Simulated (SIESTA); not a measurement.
Runs of SIESTA 5.4.2 on BN. It takes space group F-43m (No. 216, cubic). Conventional cell: a = 3.626 Å, b = 3.626 Å, c = 3.626 Å, α = 90.00°, β = 90.00°, γ = 90.00°. Around N (site symmetry -43m) lie 4 B at 1.57 Å. B (site symmetry -43m) has 4 N at 1.57 Å as nearest neighbours. The cell is a database's computed one.

| task | level | potentials or basis | broadening (eV) | window to (eV) | polarisation | direction | optical mesh offset | gap on the mesh (eV) | pressure (GPa) | V0 of scaled cells (Å³/atom) | B0 (GPa) |
| --- | --- | --- | --- | --- | --- | --- | --- | --- | --- | --- | --- |
| equation of state | PBEsol | PseudoDojo 0.4 standard (PBEsol files), DZP (energy shift 0.003 Ry) | - | - | - | - | - | - | - | 5.92 | (b) |
| band structure | PBEsol | PseudoDojo 0.4 standard (PBEsol files), DZP (energy shift 0.003 Ry) | - | - | - | - | - | 4.45 | -2.4 | - | - |
| band structure | LDA | PseudoDojo 0.4 standard (LDA files), DZP (energy shift 0.003 Ry) | - | - | - | - | - | 4.51 | -10.9 | - | - |
| optical spectrum | PBE | PseudoDojo 0.4 standard (PBE files), DZP (energy shift 0.003 Ry) | 0.3 eV | 30 eV | polarized | 1.0 0.0 0.0 | true | 4.64 | 2.6 | - | - |
| band structure | PBE | PseudoDojo 0.4 standard (PBE files), DZP (energy shift 0.003 Ry) | - | - | - | - | - | 4.64 | 2.6 | - | - |
| equation of state | LDA | PseudoDojo 0.4 standard (LDA files), DZP (energy shift 0.003 Ry) | - | - | - | - | - | - | - | 5.79 | (a) |

Alike in all rows: no spin polarisation; cell as given; k mesh 13 × 13 × 13; smearing fermi-dirac 0.05 eV; grid cutoff 800 Ry; energy shift 0.003 Ry.

Question: Estimate the missing entries.

Answer: (a) 406; (b) 391.

Caveats: the basis of atomic orbitals isn't converged, which shifts pressures, moduli and gaps; the basis holds too few empty states to meet the f-sum rule, so the spectrum is short of weight at high energy (some runs); spectra need much finer meshes, so this one isn't converged (some runs); independent-particle spectra lack excitons (some runs); an odd mesh through Γ misses points on the zone boundary, where band edges often lie (some runs).
